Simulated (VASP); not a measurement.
CoO:

```
CELL_PARAMETERS angstrom
0.00000 2.13150 2.13150
2.13150 0.00000 2.13150
2.13150 2.13150 0.00000
ATOMIC_POSITIONS crystal
Co 0.00000 0.00000 0.00000
O 0.50000 0.50000 0.50000
```

| Quantity | Value |
| --- | --- |
| Program | VASP 6.6.1 |
| Task | relaxation of cell and atoms |
| Functional | SCAN |
| Dispersion | rVV10 |
| Potentials or basis | VASP PAW PBE potentials, release 64 (Co, O) |
| Cutoff | 600 eV |
| k mesh | 8 × 8 × 8 |
| Occupations | fermi-dirac, width 0.05 eV |
| Spin | collinear spin, ferromagnetic start |
| Starting moments | [2.0, 0.0] μB |

At the start: pressure -9.4 GPa; volume 9.68 Å³/atom.

Task: How do energy, volume and symmetry change on relaxing?

Result: Over 4 steps the energy falls by 11.8 meV/atom and the volume is 9.21 Å³/atom (-4.9 %); space group Fm-3m (No. 225, to 0.05 Å); moment 2.93 μB per cell.

The path:
```
step  energy change (eV)  largest force (eV/Å)  pressure (GPa)  volume (Å³)
   1              0.0000                0.0000           -9.39        19.37
   2             -0.0062                0.0000            7.32        17.82
   3             -0.0239                0.0000           -1.51        18.56
   4             -0.0237                0.0000           -0.11        18.43
```

Final structure:
```
Co O
1.0
     0.00000    2.09638    2.09638
     2.09638    0.00000    2.09638
     2.09638    2.09638    0.00000
Co O
1 1
Direct
  0.00000 0.00000 0.00000
  0.50000 0.50000 0.50000
```

Caveat: the PAW data sets were made with another functional, which shifts forces and pressure a little; a cell with one magnetic atom can't hold antiferromagnetic order, which such compounds often take.
